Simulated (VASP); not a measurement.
MgZn7O8, 16 atoms in the cell. Symmetry: P3m1, No. 156, trigonal system. The conventional cell has a = 6.470 Å, b = 6.470 Å, c = 5.204 Å, α = 90.00°, β = 90.00°, γ = 120.00°. Mg (site symmetry 3m) is surrounded by 4 O at 1.97 to 1.98 Å. Zn (site symmetry m) is surrounded by 4 O at 1.96 to 1.98 Å. Zn (site symmetry m) is surrounded by 4 O at 1.97 Å. Zn (site symmetry 3m) has 4 O at 1.97 to 1.98 Å as nearest neighbours. O (site symmetry m) has 3 Zn at 1.96 to 1.97 Å and 1 Mg at 1.97 Å as nearest neighbours. Around O (site symmetry 3m) lie 4 Zn at 1.98 Å. O (site symmetry 3m) is surrounded by 3 Zn at 1.97 Å and 1 Mg at 1.98 Å. O (site symmetry m) has 4 Zn at 1.97 to 1.98 Å as nearest neighbours. The cell was built by a generator and needn't be a form met in nature. The cell isn't the ideal one: level: DFT PBEsol, scalar-relativistic, plane waves, PAW, at the base's geometry.

| Property | Result |
| --- | --- |
| Program | VASP 6.6.1 |
| Task | single point |
| Functional | PBEsol |
| Potentials or basis | VASP PAW PBE potentials, release 64 (Mg, Zn, O) |
| Cutoff | 520 eV |
| k mesh | 6 × 6 × 6 |
| Occupations | gaussian, width 0.02 eV |
| Spin | no spin polarisation |
| Dipole correction | no |
| Further INCAR settings | LREAL = Auto; ALGO = Fast; EDIFF = 1e-06; NBANDS = 81 |

Potentials or basis: VASP PAW PBE potentials, release 64 (Mg, Zn, O).

Launch:

```console
$ cat potpaw_PBE.64/Mg/POTCAR potpaw_PBE.64/Zn/POTCAR potpaw_PBE.64/O/POTCAR > POTCAR
$ mpirun -np 1 vasp_std > vasp.out
```

Hardware: 1 thread of Intel(R) Xeon(R) 6975P-C (Granite Rapids), with other jobs on the host.

Problem. Estimate the wall time of this run.

Solution. It took 8.8 min on 1 thread of Intel(R) Xeon(R) 6975P-C (Granite Rapids), with other jobs on the host, peak memory 0.48 GiB. Counts: scf iterations 17, k points 34.
